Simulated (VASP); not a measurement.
A run of VASP 6.6.1 is set up as follows.

Contents of INCAR:

```
PREC = Accurate ; ENCUT = 520
EDIFF = 1E-8 ; ISMEAR = -1
SIGMA = 0.05 ; LREAL = False
LASPH = True ; NELM = 100
ALGO = Fast ; ISIF = 2
LWAVE = False ; LCHARG = False
GGA = PE ; LEFG = True
NBANDS = 18
```

KPOINTS

```
Automatic mesh
0
Gamma
  13 13 13
```

File POSCAR:

```
Yb
1.0
    0.0000000000      2.7227553435      2.7842465000
    2.7227553435      0.0000000000      2.7842465000
    2.7227553435      2.7227553435      0.0000000000
Yb
1
Direct
    0.0000000000      0.0000000000      0.0000000000
```

Potentials or basis: VASP PAW PBE potentials, release 64 (Yb).

The run is started by

```sh
$ cat potpaw_PBE.64/Yb/POTCAR > POTCAR
$ mpirun -np 1 vasp_std > vasp.out
```

Task: What does it give for the band gap on the k mesh?

Result: None (metal or under the smearing width).

Task: What does it give for the pressure?

Result: -2.4 GPa.

Electric field gradients, principal values (V/Å²):
```
atom    Vxx    Vyy     Vzz
1 Yb  1.053  1.061  -2.115
```

Spin-orbit coupling is left out, which matters for the levels of Yb. Spin polarisation is off, so any magnetic state and its effect on volume and gap are missing.
